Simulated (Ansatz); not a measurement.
HfB2, 3 atoms in the cell. The typed cell holds 3 atoms: a = 3.140 Å, b = 3.140 Å, c = 3.480 Å, α = 90.00°, β = 90.00°, γ = 120.00°.  The cell isn't the ideal one: atoms moved at random.

```yaml
Program: Ansatz 0.2.0
Task: single point
Functional: PBE
Dispersion: D3(BJ)+ATM
Potentials_or_basis: all-electron LAPW, scalar-relativistic
Cutoff: 260 eV
Density_cutoff: 1040 eV
Basis_error_allowed: 0.0005 eV/atom
k_mesh: 10 × 10 × 8
Occupations: tetrahedron
Spin: no spin polarisation
Hubbard_terms: Hf d U = 7 eV
Start_of_the_occupations: auto
Double_counting: amf
Hubbard_projectors: ortho-atomic
```

Potentials or basis: all-electron LAPW, scalar-relativistic.

The run is started by

```bash
$ ansatz run input.yaml --threads 2 --pin off --max-ram 6144MiB --backend cpu --events-out ev --progress --plain --runs-dir out
```

Hardware: 2 threads of Intel(R) Xeon(R) Platinum 8375C CPU @ 2.90GHz (Ice Lake), on a shared host.

**Question.** Estimate the wall time of this run.

**Answer.** Run time: 93 s on 2 threads of Intel(R) Xeon(R) Platinum 8375C CPU @ 2.90GHz (Ice Lake) (shared host), peak memory 1.2 GiB. Counts: scf iterations 10, plane waves 291, k points 404, bands 32.
